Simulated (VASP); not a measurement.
**Mo: relaxation of cell and atoms with PBE**

Mo:

```xyz
2
Lattice="1.3865 0.8005 4.9270 -1.3865 0.8005 4.9270 0.0000 -1.6010 4.9270" Properties=species:S:1:pos:R:3 pbc="T T T"
Mo    0.0000    0.0000    1.2786
Mo    0.0000    0.0000   13.5023
```

The cell was built by a generator and needn't be a form met in nature.

```
Program                : VASP 6.6.1
Task                   : relaxation of cell and atoms
Functional             : PBE
Potentials or basis    : VASP PAW PBE potentials, release 64 (Mo_sv)
Cutoff                 : 600 eV
k mesh                 : 9 × 9 × 9
Occupations            : gaussian, width 0.1 eV
Spin                   : no spin polarisation
Dipole correction      : no
Further INCAR settings : ALGO = Fast; EDIFF = 1e-06; IBRION = 2; EDIFFG = -0.04; NSW = 90; ISIF = 3
```

| Item | Value |
| --- | --- |
| Relaxed volume | 16.50 Å³/atom |
| Relaxed cell | a = 5.231 Å, b = 5.231 Å, c = 5.231 Å, α = 30.66°, β = 30.66°, γ = 30.66° |
| Space group after relaxing (to 0.05 Å) | R-3m (No. 166) |
| Energy gained by relaxing | 1.7 meV/atom |
| Ionic steps | 5 |
| Pressure after relaxing | -0.1 GPa |
| Largest force after relaxing | 0.004 eV/Å |
| Band gap on the k mesh | none (metal or under the smearing width) |

Forces on the atoms (eV/Å):
```
Mo   0.000  0.000  0.004
Mo   0.000  0.000 -0.004
```

The path:
| step | energy change (eV) | largest force (eV/Å) | pressure (GPa) | volume (Å³) |
| --- | --- | --- | --- | --- |
| 1 | 0.0000 | 0.0880 | 1.12 | 32.81 |
| 2 | -0.0007 | 0.0143 | -2.37 | 33.36 |
| 3 | -0.0024 | 0.0330 | -0.83 | 33.10 |
| 4 | -0.0030 | 0.0313 | 0.48 | 32.93 |
| 5 | -0.0034 | 0.0045 | -0.05 | 33.00 |

Final structure:
```
CELL_PARAMETERS angstrom
1.38294 0.79844 4.98140
-1.38294 0.79844 4.98140
0.00000 -1.59688 4.98140
ATOMIC_POSITIONS crystal
Mo 0.08623 0.08623 0.08623
Mo 0.91377 0.91377 0.91377
```

Levels at points of the mesh, in eV from the Fermi level:
```csv
k point,band 12,band 13,band 14,band 15,band 16,band 17
"(0.00, 0.00, 0.00)",-0.57,-0.57,-0.46,-0.46,0.38,2.06
```

Run time: 11 min on 1 thread of Intel(R) Xeon(R) Platinum 8259CL CPU @ 2.50GHz (Skylake/Cascade Lake), on a shared host, peak memory 0.29 GiB.
